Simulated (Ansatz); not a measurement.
HfO2 (P4_2/nmc), ideal shear of a crystal plane

Theory: DFT PBE, scalar-relativistic, plane waves, PAW in Ansatz. The runs took a 420 eV cutoff, a Γ-centred 6×6×2 mesh and Gaussian smearing (0.05 eV). Spin–orbit coupling is left out, which can shift energies with elements as heavy as these. No spin polarisation. Energies are free energies at this smearing, counted from the undisturbed cell; pressure is positive in compression.

Zero of the scan (relaxed at this level; this form isn't the usual structure):

```
Hf O
1.0
    -3.60430    0.00000    0.00000
     0.00000   -3.60430    0.00000
     0.00000    0.00000   10.52793
Hf O
4 8
Direct
  0.50000 0.50000 0.20170
  0.50000 0.50000 0.70170
  0.00000 0.00000 0.45170
  0.00000 0.00000 0.95170
  0.00000 0.50000 0.29833
  0.00000 0.50000 0.79833
  0.50000 0.00000 0.35507
  0.50000 0.00000 0.85507
  0.50000 0.00000 0.10507
  0.50000 0.00000 0.60507
  0.00000 0.50000 0.04833
  0.00000 0.50000 0.54833
```

The cut lies on the cell's a–b face, a (0 0 1) plane (indices in the standard cell, whose axes needn't be the Cartesian ones shown) of area 12.99 Å², between layers 1.02 Å apart. Vector c is tilted by f times 1·a + 0·b (length 3.604 Å) with the atoms' Cartesian places fixed: one unrelaxed fault a cell. The traction is dγ/du, the slope of γ against the slip u in Å. Some rows repeat others by symmetry and weren't run.

```
     f  γ (mJ/m²) traction (GPa)
0.0000          0             0.0
0.1000         73             6.1
0.2000        670            30.4
0.3000       2364            61.6
0.4000       4676            57.4
0.5000       5825             0.0
0.6000       4676           -57.4
0.7000       2364           -61.6
0.8000        670           -30.4
0.9000         73            -6.1
```

**Question.** Read off the first barrier and the stress needed to climb it, and compare with Frenkel's sinusoid.

**Answer.** The first sampled maximum lies at f = 0.500, a slip of 1.80 Å, with γ ≈ 5825 mJ/m², which stands in for the unstable fault energy γ_us, and the steepest sampled slope before it is 61.6 GPa. A sinusoid γ = γ_us sin²(πu/λ) with its maximum there has λ = 3.60 Å and a largest slope πγ_us/λ = 50.8 GPa (1 mJ/m² per Å = 0.01 GPa).

**Question.** Is there a metastable fault on this line?

**Answer.** Apart from points where γ returns to about zero, no local minimum shows among the samples, so at this sampling the line offers no fault for a dislocation to split on; a fault can still lie off the line.

The cut is rigid; relaxing the faces lowers these energies and usually the stresses.

Cost: 6 runs of about 3.2 core-minutes in all, on Arm Neoverse V2 (shared hosts).